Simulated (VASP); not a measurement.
# Re in VASP: a series of runs

Aim: see how the results for Re move with the level of theory and the settings. Levels: PBE+D3(BJ), PBE+D4. Tasks: relaxation of the atoms.

Everything below comes from runs of VASP 6.6.1. Logs are shortened: lines on timing, memory, paths and dates and some standing lists are left out, and cuts for length are marked.

### Step 1. The structure

The cell holds a slab with vacuum, 5 atoms: a = 2.793 Å, b = 2.793 Å, c = 24.122 Å, α = 90.00°, β = 90.00°, γ = 120.00°.

The slab is cut from a database's or a generator's crystal, which needn't be the stable form of the element.

### Step 2. Relaxation of the atoms, PBE+D3(BJ)

INCAR

```
  ALGO = Normal
  DIPOL = 0.5 0.5 0.500
  EDIFF = 1E-6
  EDIFFG = -0.02
  ENCUT = 520
  GGA = PE
  IBRION = 2
  IDIPOL = 3
  ISIF = 2
  ISMEAR = -1
  IVDW = 12
  LASPH = True
  LCHARG = False
  LDIPOL = True
  LREAL = False
  LWAVE = False
  NELM = 100
  NSW = 40
  PREC = Accurate
  SIGMA = 0.05
```

KPOINTS

```
k-points
0
Gamma
  8 8 1
```

POSCAR

```
Re
1.0
    2.7930717857      0.0000000000      0.0000000000
   -1.3965358928      2.4188711210      0.0000000000
    0.0000000000      0.0000000000     24.1221342532
Re
5
Selective dynamics
Direct
    0.6666666667      0.3333333333      0.3109177621  F F F
    0.3333333333      0.6666666667      0.4054588811  F F F
    0.0000000000      0.0000000000      0.5000000000  T T T
    0.6666666667      0.3333333333      0.5945411189  T T T
    0.3333333333      0.6666666667      0.6890822379  T T T
```

Potentials or basis: VASP PAW PBE potentials, release 64 (Re).

The run is started by

```console
$ cat potpaw_PBE.64/Re/POTCAR > POTCAR
$ mpirun -np 1 vasp_std > vasp.out
```

OUTCAR:

```text
EDIFF = 1E-6
   EDIFFG = -0.02
   ENCUT = 520
   GGA = PE
   IBRION = 2
   ISIF = 2
   ISMEAR = -1
   IVDW = 12
   LASPH = True
   LREAL = False
   NELM = 100
   NSW = 40
   PREC = Accurate
 IVDW          = 12

 ion  position               nearest neighbor table
   1  0.667  0.333  0.311-   2 2.79   2 2.79   2 2.79
   2  0.333  0.667  0.405-   3 2.79   3 2.79   3 2.79   1 2.79   1 2.79   1 2.79
   3  0.000  0.000  0.500-   2 2.79   4 2.79   2 2.79   4 2.79   4 2.79   2 2.79
   4  0.667  0.333  0.595-   3 2.79   3 2.79   3 2.79   5 2.79   5 2.79   5 2.79
   5  0.333  0.667  0.689-   4 2.79   4 2.79   4 2.79

  LATTYP: Found a hexagonal cell.
 ALAT       =     2.7930717857
 C/A-ratio  =     8.6364175732

  Lattice vectors:

 A1 = (   2.7930717857,   0.0000000000,   0.0000000000)
 A2 = (  -1.3965358928,   2.4188711210,   0.0000000000)
 A3 = (   0.0000000000,   0.0000000000,  24.1221342532)

Analysis of symmetry for initial positions (statically):
=====================================================================
 Subroutine PRICEL returns:
 Original cell was already a primitive cell.

 Routine SETGRP: Setting up the symmetry group for a
 hexagonal supercell.

 Subroutine GETGRP returns: Found 12 space group operations
 (whereof 12 operations were pure point group operations)
 out of a pool of 24 trial point group operations.

The static configuration has the point symmetry D_3d.

Analysis of symmetry for dynamics (positions and initial velocities):
=====================================================================
 Subroutine PRICEL returns:
 Original cell was already a primitive cell.

 Routine SETGRP: Setting up the symmetry group for a
 hexagonal supercell.

 Subroutine GETGRP returns: Found 12 space group operations
 (whereof 12 operations were pure point group operations)
 out of a pool of 24 trial point group operations.

The dynamic configuration has the point symmetry D_3d.

Analysis of constrained symmetry for selective dynamics:
=====================================================================
 Subroutine PRICEL returns:
 Original cell was already a primitive cell.

 Routine SETGRP: Setting up the symmetry group for a
 hexagonal supercell.

 Subroutine GETGRP returns: Found  6 space group operations
 (whereof  6 operations were pure point group operations)
 out of a pool of 24 trial point group operations.

The constrained configuration has the point symmetry C_3v.

 Subroutine INISYM returns: Found  6 space group operations
 (whereof  6 operations are pure point group operations),
 and found     1 'primitive' translations

----------------------------------------------------------------------------------------

                                     Primitive cell

  volume of cell :     162.9711

  direct lattice vectors                    reciprocal lattice vectors
     2.793071786  0.000000000  0.000000000     0.358028750  0.206707995  0.000000000
    -1.396535893  2.418871121  0.000000000     0.000000000  0.413415990  0.000000000
     0.000000000  0.000000000 24.122134253     0.000000000  0.000000000  0.041455702

  length of vectors
     2.793071786  2.793071786 24.122134253     0.413415990  0.413415990  0.041455702

  position of ions in fractional coordinates (direct lattice)
     0.666666667  0.333333333  0.310917762
     0.333333333  0.666666667  0.405458881
     0.000000000  0.000000000  0.500000000
     0.666666667  0.333333333  0.594541119
     0.333333333  0.666666667  0.689082238

  ion indices of the primitive-cell ions
   primitive index   ion index
                 1           1
                 2           2
                 3           3
                 4           4
                 5           5

----------------------------------------------------------------------------------------

 KPOINTS: k-points

Automatic generation of k-mesh.
 Grid dimensions read from file:
 generate k-points for:    8    8    1

[... 30 lines left out ...]
   k-points           NKPTS =     10   k-points in BZ     NKDIM =     10   number of bands    NBANDS=     21
   number of dos      NEDOS =    301   number of ions     NIONS =      5
   total plane-waves  NPLWV = 103680
   dimension x,y,z NGX =    24 NGY =   24 NGZ =  180
   dimension x,y,z NGXF=    48 NGYF=   48 NGZF=  360
   ions per type =               5
   NGX,Y,Z   is equivalent  to a cutoff of  14.28, 14.28, 12.41 a.u.
   NGXF,Y,Z  is equivalent  to a cutoff of  28.57, 28.57, 24.81 a.u.
 SYSTEM =  unknown system
   PREC   = accura    normal or accurate (medium, high low for compatibility)
   ISTART =      0    job   : 0-new  1-cont  2-samecut
   ICHARG =      2    charge: 1-file 2-atom 10-const
   ISPIN  =      1    spin polarized calculation?
   LNONCOLLINEAR =      F non collinear calculations
   LSORBIT =      F    spin-orbit coupling
   LASPH  =      T    aspherical Exc in radial PAW
   ENCUT  =  520.0 eV  38.22 Ry    6.18 a.u.   5.19  5.19 44.85*2*pi/ulx,y,z
   NELM   =    100;   NELMIN=  2; NELMDL= -5     # of ELM steps
   EDIFF  = 0.1E-05   stopping-criterion for ELM
   LREAL  =      F    real-space projection
   EDIFFG = -.2E-01   stopping-criterion for IOM
   NSW    =     40    number of steps for IOM
   IBRION =      2    ionic relax: 0-MD 1-quasi-New 2-CG
   NFREE  =      1    steps in history (QN), initial steepest desc. (CG)
   ISIF   =      2    stress and relaxation
   ISYM   =      2    0-nonsym 1-usesym 2-fastsym
   POTIM  = 0.5000    time-step for ionic-motion
   TEBEG  =    0.0;   TEEND  =   0.0 temperature during run
   PSTRESS=    0.0 pullay stress
   NELECT =      35.0000    total number of electrons
   NUPDOWN=      -1.0000    fix difference up-down
   EMIN   =  10.00;   EMAX   =-10.00  energy-range for DOS
   EFERMI =   0.00;   METHOD = LEGACY
   ISMEAR =    -1;   SIGMA  =   0.05  broadening in eV -4-tet -1-fermi 0-gaus
   EFERMI_NEDOS =   21; number of points for ismear=-14 and -15
   IALGO  =     38    algorithm
   IMIX   =      4    mixing-type and parameters
     AMIX     =   0.40;   BMIX     =  1.00
     AMIX_MAG =   1.60;   BMIX_MAG =  1.00
  volume/ion in A,a.u.               =      32.59       219.96
  Fermi-wavevector in a.u.,A,eV,Ry     =   0.980379  1.852648 13.077144  0.961143
  Thomas-Fermi vector in A             =   2.111305
   LORBIT       =      0    0 simple, 1 ext, 2 COOP (PROOUT), +10 PAW based schemes
   GGA     = PE    functional components
   LHFCALC =     F    Hartree Fock is set to
   AEXX    =    0.0000 exact exchange contribution
   IVDW    =    12    specifies the selected vdW correction
   LEPSILON=     F    determine dielectric tensor
   LRPA    =     F    only Hartree local field effects (RPA)
 conjugate gradient relaxation of ions
 non-spin polarized calculation
  energy-cutoff  :      520.00
  volume of cell :      162.97
 maximum number of plane-waves:      4430
 NGX is ok and might be reduce to    24
   NGX = 11   NGY = 11   NGZ = 89

--------------------------------------- Ionic step        1  -------------------------------------------

 number of electron      34.9999997 magnetization

 Free energy of the ion-electron system (eV)
  ---------------------------------------------------
  ext. energy  EPLUGINS =         0.00000000
  ---------------------------------------------------
  free energy    TOTEN  =       -59.30765691 eV

  energy without entropy =      -59.26069316  energy(sigma->0) =      -59.28417504

------------------------ aborting loop because EDIFF is reached ----------------------------------------

 Edisp (eV)   -2.42828

 E8    (eV) :    -1.2553
[... 114 lines left out ...]
  FREE ENERGIE OF THE ION-ELECTRON SYSTEM (eV)
  ---------------------------------------------------
  free  energy   TOTEN  =       -61.8806310258 eV

  energy  without entropy=      -61.8351327817  energy(sigma->0) =      -61.85788190

 dipolmoment           0.000000      0.000000      0.015571 electrons x Angstroem

[... ionic steps 4 to 9 ...]

--------------------------------------- Ionic step       10  -------------------------------------------

 number of electron      34.9999999 magnetization

------------------------ aborting loop because EDIFF is reached ----------------------------------------
[... 40 lines left out ...]
 number of electron      34.9999999 magnetization

------------------------ aborting loop because EDIFF is reached ----------------------------------------

 vacuum level on the upper side and lower side of the slab       (xc-potential included)        -0.058        -0.046

 Edisp (eV)   -2.46769

 E8    (eV) :    -1.2767

  FORCE on cell =-STRESS in cart. coord.  units (eV):
  Direction    XX          YY          ZZ          XY          YZ          ZX
  --------------------------------------------------------------------------------------
  -------------------------------------------------------------------------------------
  Total      -9.83626    -9.83626    -3.70476    -0.00000     0.00000     0.00000
  in kB     -96.70076   -96.70076   -36.42170    -0.00000     0.00000     0.00000
  external pressure =      -76.61 kB  Pullay stress =        0.00 kB
[... 26 lines left out ...]
--------------------------------------- Ionic step       12  -------------------------------------------

 number of electron      34.9999999 magnetization

 dipolmoment           0.000000      0.000000     -0.003751 electrons x Angstroem

 Free energy of the ion-electron system (eV)
  ---------------------------------------------------
  ext. energy  EPLUGINS =         0.00000000
  ---------------------------------------------------
  free energy    TOTEN  =       -59.45713151 eV

  energy without entropy =      -59.41173954  energy(sigma->0) =      -59.43443552

 E-fermi :   0.9290     XC(G=0):  -7.1490

 val. band max:        0.8934769634   @ k =   0.1250   0.1250   0.0000
 cond. band min:       0.9765019024   @ k =   0.3750  -0.0000   0.0000
 fundamental gap:      0.0830249390
 Fermi energy:         0.9290316165

 k-point     1 :       0.0000    0.0000    0.0000
  band No.  band energies     occupation
      1      -8.6806      2.00000
      2      -7.6502      2.00000
      3      -6.3857      2.00000
      4      -5.6830      2.00000
      5      -5.6534      2.00000
      6      -1.5948      2.00000
[... 229 lines left out ...]
     20       2.3152      0.00000
     21       2.8169      0.00000

------------------------ aborting loop because EDIFF is reached ----------------------------------------

 vacuum level on the upper side and lower side of the slab       (xc-potential included)        -0.065         0.003

 Edisp (eV)   -2.46821

 E8    (eV) :    -1.2770

  FORCE on cell =-STRESS in cart. coord.  units (eV):
  Direction    XX          YY          ZZ          XY          YZ          ZX
  --------------------------------------------------------------------------------------
  -------------------------------------------------------------------------------------
  Total      -9.81433    -9.81433    -3.63851    -0.00000     0.00000    -0.00000
  in kB     -96.48520   -96.48520   -35.77036    -0.00000     0.00000    -0.00000
  external pressure =      -76.25 kB  Pullay stress =        0.00 kB
[... 20 lines left out ...]
  FREE ENERGIE OF THE ION-ELECTRON SYSTEM (eV)
  ---------------------------------------------------
  free  energy   TOTEN  =       -61.9253384025 eV

  energy  without entropy=      -61.8799464299  energy(sigma->0) =      -61.90264242

 reached required accuracy - stopping structural energy minimisation

 vacuum level on the upper side and lower side of the slab         6.018         6.092
```

It took 11 min on 1 thread of Intel Xeon Platinum 8488C (Sapphire Rapids), shared host; peak memory 0.33 GiB.

What came out:

```yaml
Free_energy: -61.9253 eV
Energy_gained_by_relaxing: 37.9 meV/atom
Ionic_steps: 12
Dispersion_energy_per_atom: -0.494 eV
```

Step by step:
```
step  energy change (eV)  largest force (eV/Å)  pressure (GPa)
   1              0.0000                1.6902          -11.25
   2             -0.1387                1.6771           -9.96
   3             -0.1447                1.6796           -9.54
   4             -0.1547                1.6765           -9.31
   5             -0.1750                1.6482           -8.56
   6             -0.1620                1.5915           -6.87
   7             -0.1793                1.6311           -8.08
   8             -0.1883                1.5571           -7.87
   9             -0.1890                1.5271           -7.78
  10             -0.1888                1.5152           -7.51
  11             -0.1893                1.5171           -7.66
  12             -0.1894                1.5184           -7.62
```

Final structure:
```
CELL_PARAMETERS angstrom
2.79307 0.00000 0.00000
-1.39654 2.41887 0.00000
0.00000 0.00000 24.12213
ATOMIC_POSITIONS crystal
Re 0.66667 0.33333 0.31092
Re 0.33333 0.66667 0.40546
Re 0.00000 0.00000 0.49752
Re 0.66667 0.33333 0.59232
Re 0.33333 0.66667 0.67938
```

Caveat: the bands computed are all filled at some k points, so no gap is given. The run has no spin-orbit coupling, so splittings on Re are missing.

### Step 3. Relaxation of the atoms, PBE+D4

INCAR, as its differences from that of step 2:

```diff
@@ -10,3 +10,3 @@
   ISMEAR = -1
-  IVDW = 12
+  IVDW = 13
   LASPH = True
```

KPOINTS is that of step 2.

POSCAR is that of step 2.

Potentials or basis: VASP PAW PBE potentials, release 64 (Re).

The run is started by

```console
$ cat potpaw_PBE.64/Re/POTCAR > POTCAR
$ mpirun -np 1 vasp_std > vasp.out
```

It took 11 min on 1 thread of Intel Xeon Platinum 8488C (Sapphire Rapids), shared host; peak memory 0.32 GiB.

Results (log left out):

- Free energy: -62.2615 eV
- Energy gained by relaxing: 39.0 meV/atom
- Ionic steps: 12
- Dispersion energy per atom: -0.561 eV

Step by step:
| step | energy change (eV) | largest force (eV/Å) | pressure (GPa) |
| --- | --- | --- | --- |
| 1 | 0.0000 | 1.7136 | -11.44 |
| 2 | -0.1409 | 1.7005 | -10.13 |
| 3 | -0.1470 | 1.7030 | -9.71 |
| 4 | -0.1578 | 1.6969 | -9.48 |
| 5 | -0.1794 | 1.6659 | -8.73 |
| 6 | -0.1667 | 1.6127 | -6.98 |
| 7 | -0.1841 | 1.6527 | -8.21 |
| 8 | -0.1939 | 1.5704 | -7.98 |
| 9 | -0.1947 | 1.5450 | -7.89 |
| 10 | -0.1947 | 1.5286 | -7.66 |
| 11 | -0.1950 | 1.5380 | -7.78 |
| 12 | -0.1951 | 1.5373 | -7.74 |

Final structure:
```cif
data_structure
_symmetry_space_group_name_H-M 'P 1'
_symmetry_Int_Tables_number 1
_cell_length_a 2.7931
_cell_length_b 2.7931
_cell_length_c 24.1221
_cell_angle_alpha 90.000
_cell_angle_beta 90.000
_cell_angle_gamma 120.000
_cell_volume 162.97
loop_
_atom_site_label
_atom_site_type_symbol
_atom_site_fract_x
_atom_site_fract_y
_atom_site_fract_z
_atom_site_occupancy
Re1 Re 0.66667 0.33333 0.31092 1
Re2 Re 0.33333 0.66667 0.40546 1
Re3 Re 0.00000 0.00000 0.49745 1
Re4 Re 0.66667 0.33333 0.59216 1
Re5 Re 0.33333 0.66667 0.67916 1
```

Levels at points of the mesh, in eV from the Fermi level:
| k point | band 13 | band 14 | band 15 | band 16 | band 17 | band 18 | band 19 | band 20 | band 21 |
| --- | --- | --- | --- | --- | --- | --- | --- | --- | --- |
| (0.00, 0.00, 0.00) | -1.71 | -1.71 | -1.44 | -1.32 | -1.32 | -1.16 | -1.16 | -0.10 | 0.61 |
| (0.50, 0.00, 0.00) | -1.16 | -1.11 | -0.08 | 0.36 | 0.86 | 1.47 | 2.09 | 2.72 | 3.28 |

Caveat: the bands computed are all filled at some k points, so no gap is given. The run has no spin-orbit coupling, so splittings on Re are missing.

### Step 4. Relaxation of the atoms, PBE+D4 (the (1 1 1) slab of Re, cut from the database cell, not relaxed)

INCAR

```
PREC = Accurate ; ENCUT = 520
EDIFF = 1E-7 ; ISMEAR = 0
SIGMA = 0.05 ; LREAL = False
LASPH = True ; NELM = 60
ALGO = Normal ; ISIF = 2
LWAVE = False ; LCHARG = False
LDIPOL = True ; IDIPOL = 3
DIPOL = 0.5 0.5 0.500 ; GGA = PE
IVDW = 13 ; IBRION = 2
NSW = 60 ; EDIFFG = -0.02
```

KPOINTS

```
regular mesh
0
Gamma
  11 11 1
```

POSCAR is that of step 3.

The run is started by

```console
$ cat potpaw_PBE.64/Re/POTCAR > POTCAR
$ mpirun -np 1 vasp_std > vasp.out
```

Run time: 21 min. Hardware: 1 thread of Intel Xeon Platinum 8488C (Sapphire Rapids), shared host; peak memory 0.34 GiB.

Results (log left out):

| Quantity | Value |
| --- | --- |
| Free energy | -62.3429 eV |
| Energy gained by relaxing | 35.8 meV/atom |
| Ionic steps | 15 |
| Dispersion energy per atom | -0.562 eV |

Step by step:
| step | energy change (eV) | largest force (eV/Å) | pressure (GPa) |
| --- | --- | --- | --- |
| 1 | 0.0000 | 1.6667 | -11.60 |
| 2 | -0.1334 | 1.6413 | -10.27 |
| 3 | -0.1387 | 1.6477 | -9.86 |
| 4 | -0.1387 | 1.6477 | -9.91 |
| 5 | -0.1459 | 1.6339 | -9.72 |
| 6 | -0.1623 | 1.5998 | -9.14 |
| 7 | -0.1717 | 1.6018 | -7.86 |
| 8 | -0.1773 | 1.5521 | -7.53 |
| 9 | -0.1781 | 1.5263 | -7.34 |
| 10 | -0.1789 | 1.5466 | -7.49 |
| 11 | -0.1789 | 1.5490 | -7.49 |
| 12 | -0.1790 | 1.5522 | -7.50 |
| 13 | -0.1790 | 1.5534 | -7.51 |
| 14 | -0.1791 | 1.5472 | -7.53 |
| 15 | -0.1792 | 1.5299 | -7.60 |

Final structure:
```yaml
crystal:
  lattice:
    - [2.79307, 0.00000, 0.00000]
    - [-1.39654, 2.41887, 0.00000]
    - [0.00000, 0.00000, 24.12213]
  atoms:
    - { symbol: Re, position: [0.66667, 0.33333, 0.31092] }
    - { symbol: Re, position: [0.33333, 0.66667, 0.40546] }
    - { symbol: Re, position: [0.00000, 0.00000, 0.49699] }
    - { symbol: Re, position: [0.66667, 0.33333, 0.59152] }
    - { symbol: Re, position: [0.33333, 0.66667, 0.67854] }
```

Levels at points of the mesh, in eV from the Fermi level:
```
           k point  band 14  band 15  band 16  band 17  band 18  band 19  band 20  band 21
(0.00, 0.00, 0.00)    -1.71    -1.43    -1.29    -1.29    -1.09    -1.09    -0.08     0.62
```

Caveat: the bands computed are all filled at some k points, so no gap is given. Spin-orbit coupling is left out, which matters for the levels of Re.
